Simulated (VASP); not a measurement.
A run of VASP 6.6.1 is set up as follows.

POSCAR

```
Te
1.0
    5.8500400000      0.0000000000      0.0000000000
    0.0000000000      5.8500400000      0.0000000000
    0.0000000000      0.0000000000      4.7912000000
Te
4
Direct
    0.0000000000      0.0000000000      0.0000000000
    0.5000000000      0.5000000000      0.0000000000
    0.0000000000      0.5000000000      0.8300400000
    0.5000000000      0.0000000000      0.1699600000
```

File INCAR.step1:

```
SYSTEM = Te
  ALGO = Normal
  EDIFF = 1E-5
  ENCUT = 520
  GGA = PE
  ISIF = 2
  ISMEAR = -1
  LASPH = .TRUE.
  LCHARG = .FALSE.
  LREAL = .FALSE.
  LWAVE = .TRUE.
  NBANDS = 20
  NELM = 80
  PREC = Accurate
  SIGMA = 0.05
```

The input INCAR.step2:

```
SYSTEM = Te
  AEXX = 0.1
  ALGO = Normal
  EDIFF = 1E-6
  ENCUT = 520
  GGA = PE
  HFRCUT = -1
  ISIF = 2
  ISMEAR = -1
  ISTART = 1
  LASPH = .TRUE.
  LCHARG = .FALSE.
  LHFCALC = .TRUE.
  LREAL = .FALSE.
  LWAVE = .FALSE.
  NBANDS = 20
  NELM = 80
  PREC = Accurate
  PRECFOCK = Fast
  SIGMA = 0.05
```

Contents of KPOINTS:

```
k-points
0
G
  3 3 3
  0 0 0
```

Potentials or basis: VASP PAW PBE potentials, release 64 (Te).

Launch:

```sh
$ cat potpaw_PBE.64/Te/POTCAR > POTCAR
$ cp INCAR.step1 INCAR
$ mpirun -np 1 vasp_std > vasp.out
$ cp INCAR.step2 INCAR
$ mpirun -np 1 vasp_std > vasp.out
```

(1) Predict the band gap on the k mesh.

(2) Predict the pressure.

Answers

(1) 0.96 eV, indirect (least direct gap 1.19 eV).

(2) -1.1 GPa.

Caveat: the k mesh is coarse (spacing up to 0.44 Å⁻¹), so the values aren't converged, least of all with exact exchange; the PAW data sets were made with another functional, which shifts forces and pressure a little; spin-orbit coupling is left out, which moves the levels of the heavy elements; an odd mesh through Γ misses points on the zone boundary, where band edges often lie.
